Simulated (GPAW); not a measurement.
## Ge: equation of state with OLYP

The system is Ge.

```
Ge
1.0
     0.00000    2.82891    2.82891
     2.82891    0.00000    2.82891
     2.82891    2.82891    0.00000
Ge
2
Cartesian
  1.4145 1.4145 1.4145
  0.0000 0.0000 0.0000
```

```json
{
 "Program": "GPAW 26.7.0",
 "Task": "equation of state",
 "Functional": "OLYP",
 "Potentials or basis": "PAW data sets generated in the run's folder for this functional",
 "Cutoff": "600 eV",
 "Basis": "pw",
 "k mesh": "8 × 8 × 8",
 "Occupations": "fermi-dirac, width 0.05 eV",
 "Spin": "no spin polarisation",
 "Eigensolver": "davidson",
 "Maxiter": "150",
 "Eos scales": "[0.94, 0.96, 0.98, 1.0, 1.02, 1.04, 1.06]"
}
```

```yaml
Equilibrium_volume: "24.29 Å³/atom (rough: see the caveat)"
Bulk_modulus: 53 GPa (rough)
```

Energy against volume, from the lowest point:
| volume (Å³/atom) | energy (meV/atom) |
| --- | --- |
| 21.281 | 81.50 |
| 21.733 | 55.96 |
| 22.186 | 35.96 |
| 22.639 | 20.92 |
| 23.092 | 10.26 |
| 23.545 | 3.40 |
| 23.997 | 0.00 |

Wall time 52 s on 1 thread of Arm Neoverse V2 (shared host), peak memory 0.24 GiB.

Caveat: the minimum lies outside the volumes run.
